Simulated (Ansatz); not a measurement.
**Two-dimensional strain map in H**

These are results of DFT PBE+D3(BJ), scalar-relativistic, plane waves, PAW (Ansatz), not measurements. The runs took a 420 eV cutoff, a Γ-centred 10×10×26 mesh and Gaussian smearing (0.05 eV). No spin polarisation. Energies are free energies at this smearing, counted from the undisturbed cell; pressure is positive in compression.

Zero of the scan (as given, not relaxed at this level; it stands at 1.2 GPa, and it needn't be the usual structure):

```
CELL_PARAMETERS angstrom
2.64964 0.00000 0.00000
0.00000 2.64964 0.00000
0.00000 0.00000 0.98049
ATOMIC_POSITIONS crystal
H 0.00000 0.00000 0.50000
```

The cell is strained by p along both x and y and by q along z, fractional coordinates fixed. Points are written (p, q).

Energy above the undisturbed cell in meV/atom (a dash: not computed):

| p \ q | -0.050 | -0.025 | 0.000 | 0.025 | 0.050 |
| --- | --- | --- | --- | --- | --- |
| -0.050 | 37.3 | 14.0 | 5.3 | 7.4 | 17.9 |
| -0.025 | 33.8 | 10.6 | 2.2 | 5.1 | 16.5 |
| 0.000 | 31.7 | 8.6 | 0.0 | 2.8 | 14.4 |
| 0.025 | 30.7 | 7.7 | -1.0 | 1.5 | 12.8 |
| 0.050 | 30.5 | 7.6 | -1.1 | 1.2 | 12.2 |

Pressure in GPa:

```csv
p \ q,-0.050,-0.025,0.000,0.025,0.050
-0.050,12.3,6.6,1.9,-1.6,-4.5
-0.025,11.2,5.9,1.6,-1.7,-4.3
0.000,10.2,5.2,1.2,-1.8,-4.2
0.025,9.3,4.7,0.9,-1.9,-4.1
0.050,8.6,4.2,0.7,-2.0,-4.1
```